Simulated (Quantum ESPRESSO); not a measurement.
**Moving the strain (εxy = 0.5 s) in MgS**

```
S Mg
1.0
     0.00000    2.83312    2.83312
     2.83312    0.00000    2.83312
     2.83312    2.83312    0.00000
S Mg
1 1
Direct
  0.25000 0.25000 0.25000
  0.00000 0.00000 0.00000
```

The cell comes from a database or a generator and needn't be the stable form of this composition.

Kept alike: task relaxation of the atoms; functional PBEsol; k mesh 8 × 8 × 8; occupations fermi-dirac, width 0.05 eV; no spin polarisation. Program: Quantum ESPRESSO, GBRV 1.5 PBEsol, cutoff 612 eV. The mesh is that of the run's cell of 2 atoms. No spin-orbit coupling.

| run | band gap (eV) | stress xy (GPa) | free energy over the lowest row (meV/atom) |
| --- | --- | --- | --- |
| A | 3.143 | -1.13 | 3.17 |
| B | 3.255 | 0.32 | 0.20 |
| C | 3.219 | 0.56 | 0.79 |
| D | 3.219 | -0.56 | 0.79 |
| E | 3.143 | 1.13 | 3.17 |
| F | 3.255 | -0.32 | 0.20 |
| G | 3.283 | 0.00 | 0.00 |

Stress is positive in compression; the values hold the error of the finite cutoff, so their zero can differ a little from the energy's minimum. The cell shown is the unstrained one; x, y and z are its Cartesian axes. Shear stress takes the same sign, opposite to σ = Cε, so its slope is minus the stiffness. A gap read on the mesh alone can miss an edge between its points.

Q: The runs differ in the strain (εxy = 0.5 s) alone: -0.04; -0.02; -0.01; 0; 0.01; 0.02; 0.04. Which run is which?

A: Run A is 0.04; run B is -0.01; run C is -0.02; run D is 0.02; run E is -0.04; run F is 0.01; run G is 0. The band gap runs from 3.143 (-0.04; 0.04) to 3.283 eV (0). The stress xy falls from 1.13 to -1.13 GPa between -0.04 and 0.04. The free energy is lowest at 0, and 3.17 meV an atom higher at -0.04; 0.04.
